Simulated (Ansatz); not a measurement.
Si: computed properties

Computed with DFT r2SCAN, scalar-relativistic, plane waves, PAW in Ansatz.

Cutoff 500 eV; k points 10×10×6 on the computed 8-atom cell (Γ-centred); Gaussian smearing, width 0.02 eV; no spin polarisation.

The structure is relaxed at this level of theory with its symmetry kept. This form isn't the element's structure at ambient conditions.

```
Si
1.0
     6.92251   -1.92364   -0.00117
     6.92251    1.92364   -0.00117
    -0.74882    0.00000    6.29407
Si
8
Direct
  0.05562 0.05562 0.87422
  0.94438 0.94438 0.12578
  0.55902 0.55902 0.65348
  0.44098 0.44098 0.34652
  0.21281 0.21281 0.05738
  0.78719 0.78719 0.94262
  0.72706 0.72706 0.58554
  0.27294 0.27294 0.41446
```

Problem. Formation energy from the elements' standard states (uncorrected)?

Solution. +0.082 eV/atom.

Problem. Generalised Kohn–Sham band gap?

Solution. 0.42 eV, indirect from Γ to (0.482, 0.482, -0.479).

Problem. Löwdin character of the top 1 eV of the valence band?

Solution. Si 3p 96 %.

Problem. Löwdin character of the lowest 1 eV of the conduction band?

Solution. Si 3p 59 %, Si 3s 28 %, unprojected 13 %.

Problem. Electron masses at the edge by Cartesian direction of the standard setting (m_e; degenerate bands sorted by energy; no spin-orbit coupling)?

Solution. x: 0.53; y: 0.14; z: 0.71.

Problem. Hole masses at the edge by Cartesian direction of the standard setting (m_e; degenerate bands sorted by energy; no spin-orbit coupling)?

Solution. x: 0.22; y: 0.50; z: 0.18.

Problem. Bulk modulus?

Solution. 88 GPa.

Problem. Its pressure derivative?

Solution. 4.1.

Problem. Bader charges (e)?

Solution. Si (2 in the cell) 0.04, Si (2 in the cell) 0.01, Si (2 in the cell) -0.07, Si (2 in the cell) 0.02.